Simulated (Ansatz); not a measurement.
Structure: COD 9009651, as refined from experiment and not relaxed.

A run on As: DFT, PBE, all-electron LAPW, scalar-relativistic (Ansatz 0.2.0). The input:

```yaml
crystal:
  lattice:
    - [1.8797494575, 1.0852738553, 3.48577]
    - [-1.8797494575, 1.0852738553, 3.48577]
    - [0.0, -2.1705477106, 3.48577]
  atoms:
    - { symbol: As, position: [0.22754, 0.22754, 0.22754] }
    - { symbol: As, position: [0.77246, 0.77246, 0.77246] }
kpoints:
  mp_grid: { grid: [11, 11, 11] }
scf:
  occupations: { method: fermi_dirac, width: 0.03 }
hamiltonian:
  xc: pbe
  pseudopotentials:
    kind: all_electron
    lapw: { basis_error: 0.00025, muffin_tin_radii: { As: 1.409 } }
output:
  forces: true
  stress: true
  eigenvalues: true
```

Is the run sound, and if not, why?

No. The input was rejected before any iteration. The typed spheres overlap: twice 1.409 Å exceeds the shortest distance, 2.516 Å; smaller radii, or none typed, cure it. It says:
```
Error: `kind: all_electron` solves this crystal on LAPW (the input types lapw, or this build lists no dataset of some species for it), and no LAPW basis is found for it: the given muffin-tin radii of As and As, or the smallest supported ones, add up to 2.818 Å, and 2.516 Å are free between these atoms; give smaller radii, or leave one out; where each species has a listed dataset, leave lapw and dirac_shells out and run without spin–orbit coupling, or set another kind (and leave the keys of all_electron out)
```
 The same cell converged in the base run, which differs by not having this change: all sphere radii typed as 1.409 A.
